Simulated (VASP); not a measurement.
# ZnS (Wurtzite-2H) (P6_3mc) in VASP: a series of runs, part 2 of 2

VASP 6.6.1. The steps go on from the part before.

## (5) Dielectric tensor, PBE

INCAR reads:

```
PREC = Accurate
ENCUT = 350
EDIFF = 1E-8
ISMEAR = 0
SIGMA = 0.01
LREAL = F
LASPH = T
NELM = 100
ALGO = Normal
ISIF = 2
LWAVE = F
LCHARG = F
GGA = PE
LEPSILON = T
```

KPOINTS reads:

```
Automatic mesh
0
Gamma
  6 6 4
```

POSCAR reads:

```
ZnS
1.0
    3.8110000000      0.0000000000      0.0000000000
   -1.9055000000      3.3004228138      0.0000000000
    0.0000000000      0.0000000000      6.2340000000
Zn S
2 2
Direct
    0.6666666667      0.3333333333      0.5000000000
    0.3333333333      0.6666666667      0.0000000000
    0.6666666667      0.3333333333      0.8850000000
    0.3333333333      0.6666666667      0.3850000000
```

Potentials or basis: VASP PAW PBE potentials, release 64 (Zn, S).

Launch:

```console
> cat potpaw_PBE.64/Zn/POTCAR potpaw_PBE.64/S/POTCAR > POTCAR
> mpirun -np 1 vasp_std > vasp.out
```

OUTCAR:

```text
PREC = Accurate
   ENCUT = 350
   EDIFF = 1E-8
   ISMEAR = 0
   LREAL = F
   LASPH = T
   NELM = 100
   ISIF = 2
   GGA = PE
   LEPSILON = T

 Found     21 irreducible k-points:

 Following reciprocal coordinates:
            Coordinates               Weight
  0.000000  0.000000  0.000000      1.000000
  0.166667 -0.000000  0.000000      6.000000
  0.333333  0.000000  0.000000      6.000000
  0.500000  0.000000  0.000000      3.000000
  0.166667  0.166667  0.000000      6.000000
  0.333333  0.166667  0.000000     12.000000
   k-points           NKPTS =     21   k-points in BZ     NKDIM =     21   number of bands    NBANDS=     22
   number of dos      NEDOS =    301   number of ions     NIONS =      4
   total plane-waves  NPLWV =  23040
   dimension x,y,z NGX =    24 NGY =   24 NGZ =   40
   dimension x,y,z NGXF=    48 NGYF=   48 NGZF=   80
   ions per type =               2   2
   NGX,Y,Z   is equivalent  to a cutoff of  10.47, 10.47, 10.67 a.u.
   NGXF,Y,Z  is equivalent  to a cutoff of  20.94, 20.94, 21.33 a.u.
 SYSTEM =  unknown system
   PREC   = accura    normal or accurate (medium, high low for compatibility)
   ISTART =      0    job   : 0-new  1-cont  2-samecut
   ICHARG =      2    charge: 1-file 2-atom 10-const
   ISPIN  =      1    spin polarized calculation?
   LNONCOLLINEAR =      F non collinear calculations
   LSORBIT =      F    spin-orbit coupling
   LASPH  =      T    aspherical Exc in radial PAW
   ENCUT  =  350.0 eV  25.72 Ry    5.07 a.u.   5.81  5.81  9.51*2*pi/ulx,y,z
   NELM   =    100;   NELMIN=  2; NELMDL= -5     # of ELM steps
   EDIFF  = 0.1E-07   stopping-criterion for ELM
   LREAL  =      F    real-space projection
   EDIFFG = 0.1E-06   stopping-criterion for IOM
   NSW    =      0    number of steps for IOM
   IBRION =     -1    ionic relax: 0-MD 1-quasi-New 2-CG
   NFREE  =      0    steps in history (QN), initial steepest desc. (CG)
   ISIF   =      2    stress and relaxation
   ISYM   =      2    0-nonsym 1-usesym 2-fastsym
   POTIM  = 0.5000    time-step for ionic-motion
   TEBEG  =    0.0;   TEEND  =   0.0 temperature during run
   PSTRESS=    0.0 pullay stress
   NELECT =      36.0000    total number of electrons
   NUPDOWN=      -1.0000    fix difference up-down
   EMIN   =  10.00;   EMAX   =-10.00  energy-range for DOS
   EFERMI =   0.00;   METHOD = LEGACY
   ISMEAR =     0;   SIGMA  =   0.01  broadening in eV -4-tet -1-fermi 0-gaus
   EFERMI_NEDOS =   21; number of points for ismear=-14 and -15
   IALGO  =     38    algorithm
   IMIX   =      4    mixing-type and parameters
     AMIX     =   0.40;   BMIX     =  1.00
     AMIX_MAG =   1.60;   BMIX_MAG =  1.00
  volume/ion in A,a.u.               =      19.60       132.29
  Fermi-wavevector in a.u.,A,eV,Ry     =   1.262943  2.386617 21.701647  1.595026
  Thomas-Fermi vector in A             =   2.396326
   LORBIT       =      0    0 simple, 1 ext, 2 COOP (PROOUT), +10 PAW based schemes
   GGA     = PE    functional components
   LHFCALC =     F    Hartree Fock is set to
   AEXX    =    0.0000 exact exchange contribution
   IVDW    =     0    specifies the selected vdW correction
   LEPSILON=     T    determine dielectric tensor
   LRPA    =     F    only Hartree local field effects (RPA)
 non-spin polarized calculation
 Gauss-broadening in eV      SIGMA  =   0.01
  energy-cutoff  :      350.00
  volume of cell :       78.41
 maximum number of plane-waves:      1184
 NGX is ok and might be reduce to    24
   NGX = 11   NGY = 11   NGZ = 19

--------------------------------------- Ionic step        1  -------------------------------------------

 number of electron      35.9999988 magnetization
[... 167 lines left out ...]

 VOLUME and BASIS-vectors are now :
 -----------------------------------------------------------------------------
  energy-cutoff  :      350.00
  volume of cell :       78.41
      direct lattice vectors                 reciprocal lattice vectors
     3.811000000  0.000000000  0.000000000     0.262398321  0.151495741  0.000000000
    -1.905500000  3.300422814  0.000000000     0.000000000  0.302991482  0.000000000
     0.000000000  0.000000000  6.234000000     0.000000000  0.000000000  0.160410651

 POSITION                                       TOTAL-FORCE (eV/Angst)
 -----------------------------------------------------------------------------------
      1.90550      1.10014      3.11700        -0.000000      0.000000      0.322691
     -0.00000      2.20028      0.00000         0.000000     -0.000000      0.322691
      1.90550      1.10014      5.51709         0.000000      0.000000     -0.322691
     -0.00000      2.20028      2.40009         0.000000      0.000000     -0.322691
 -----------------------------------------------------------------------------------
    total drift:                               -0.000001     -0.000001     -0.000396

  FREE ENERGIE OF THE ION-ELECTRON SYSTEM (eV)
  ---------------------------------------------------
  free  energy   TOTEN  =       -13.6477843604 eV

  energy  without entropy=      -13.6477843604  energy(sigma->0) =      -13.64778436

 HEAD OF MICROSCOPIC STATIC DIELECTRIC TENSOR (INDEPENDENT PARTICLE, excluding Hartree and local field effects)
 ------------------------------------------------------
           6.486511     0.000000     0.000000
           0.000000     6.486511     0.000000
           0.000000    -0.000000     6.351026
 ------------------------------------------------------

 Free energy of the ion-electron system (eV)
  ---------------------------------------------------
  ---------------------------------------------------
  free energy    TOTEN  =        -1.18707750 eV

  energy without entropy =       -1.18707750

------------------------ aborting loop because EDIFF is reached ----------------------------------------

--------------------------------------- Ionic step        2  -------------------------------------------

------------------------ aborting loop because EDIFF is reached ----------------------------------------

--------------------------------------- Ionic step        3  -------------------------------------------

 Free energy of the ion-electron system (eV)
  ---------------------------------------------------
  ---------------------------------------------------
  free energy    TOTEN  =        -1.16420657 eV

  energy without entropy =       -1.16420657

------------------------ aborting loop because EDIFF is reached ----------------------------------------

 PIEZOELECTRIC TENSOR FIELD DIRECTION 3  (e Angst)
 -----------------------------------------------------------------------------
     1.67608  0.00000  0.00000           ( -0.01438  0.00000  0.00000)
     0.00000  1.67608 -0.00000           (  0.00000 -0.01438  0.00000)
    -0.00000  0.00000 -4.00834           ( -0.00000  0.00000  0.00909)

 PIEZOELECTRIC TENSOR FIELD DIRECTION 3  (C/m^2)
 -----------------------------------------------------------------------------
     0.34248  0.00000  0.00000
     0.00000  0.34248 -0.00000
    -0.00000  0.00000 -0.81903

 MACROSCOPIC STATIC DIELECTRIC TENSOR (including local field effects in DFT)
 ------------------------------------------------------
           6.085965     0.000000     0.000000
           0.000000     6.085965    -0.000000
          -0.000000     0.000000     5.972898
 ------------------------------------------------------

 PIEZOELECTRIC TENSOR (including local field effects)  for field in x, y, z        (e  Angst)
          XX          YY          ZZ          XY          YZ          ZX
  --------------------------------------------------------------------------------
  x     0.00000     0.00000     0.00000    -0.00000     0.00000     1.69033
  y     0.00000     0.00000    -0.00000     0.00000     1.69033     0.00000
  z     1.67608     1.67608    -4.00834     0.00000     0.00000     0.00000

 PIEZOELECTRIC TENSOR (including local field effects)  for field in x, y, z        (C/m^2)
          XX          YY          ZZ          XY          YZ          ZX
  --------------------------------------------------------------------------------
  x     0.00000     0.00000     0.00000    -0.00000     0.00000     0.34539
  y     0.00000     0.00000    -0.00000     0.00000     0.34539     0.00000
  z     0.34248     0.34248    -0.81903     0.00000     0.00000     0.00000

 BORN EFFECTIVE CHARGES (including local field effects) (in |e|, cummulative output)
 ---------------------------------------------------------------------------------
 ion    1
    1     1.98476     0.00000     0.00000
    2     0.00000     1.98476     0.00000
    3     0.00000     0.00000     2.05716
 ion    2
    1     1.98476     0.00000     0.00000
    2    -0.00000     1.98476     0.00000
    3     0.00000    -0.00000     2.05716
 ion    3
    1    -1.98476     0.00000     0.00000
    2     0.00000    -1.98476     0.00000
    3     0.00000     0.00000    -2.05716
 ion    4
    1    -1.98476     0.00000     0.00000
    2     0.00000    -1.98476     0.00000
    3     0.00000    -0.00000    -2.05716
```

stdout:

```text
POSCAR found type information on POSCAR ZnS
 POSCAR found :  2 types and       4 ions
 scaLAPACK will be used
 LDA part: xc-table for (Slater+PW92), standard interpolation
 POSCAR, INCAR and KPOINTS ok, starting setup
 FFT: planning ... GRIDC
 FFT: planning ... GRID_SOFT
 FFT: planning ... GRID
 WAVECAR not read
 entering main loop
 Linear response reoptimize wavefunctions to high precision
 Linear response G [H, r] |phi>, progress :
  Direction:   1
 Linear response G [H, r] |phi>, progress :
  Direction:   2
 Linear response G [H, r] |phi>, progress :
  Direction:   3
 Linear response to external field (no local field effect), progress :
  Direction:   1
 dielectric tensor                  component  1 :     5.513    -1.855    -0.384
 Linear response to external field (no local field effect), progress :
  Direction:   2
 dielectric tensor                  component  2 :    -1.855     7.460    -0.346
 Linear response to external field (no local field effect), progress :
  Direction:   3
 dielectric tensor                  component  3 :    -0.384    -0.346     6.351
 Linear response to external field, progress :
  Direction:   1
 dielectric tensor                  component  1 :     6.086    -0.677     0.000
 Linear response to external field, progress :
  Direction:   2
 dielectric tensor                  component  2 :    -1.098     6.086     0.000
 Linear response to external field, progress :
  Direction:   3
 dielectric tensor                  component  3 :    -0.385    -0.345     5.973
 Born effective charges drift removed
```

It took 2.2 min on 1 thread of Intel Xeon Platinum 8488C (Sapphire Rapids), shared host; peak memory 0.24 GiB.

These settings aren't checked as converged: the numbers below hold their error.

Results:

```
Band gap on the k mesh                  : 2.25 eV, direct
Electronic dielectric tensor (diagonal) : 6.09, 6.09, 5.97
Born charges (mean of the diagonal)     : Zn +2.01; S -2.01 e
```
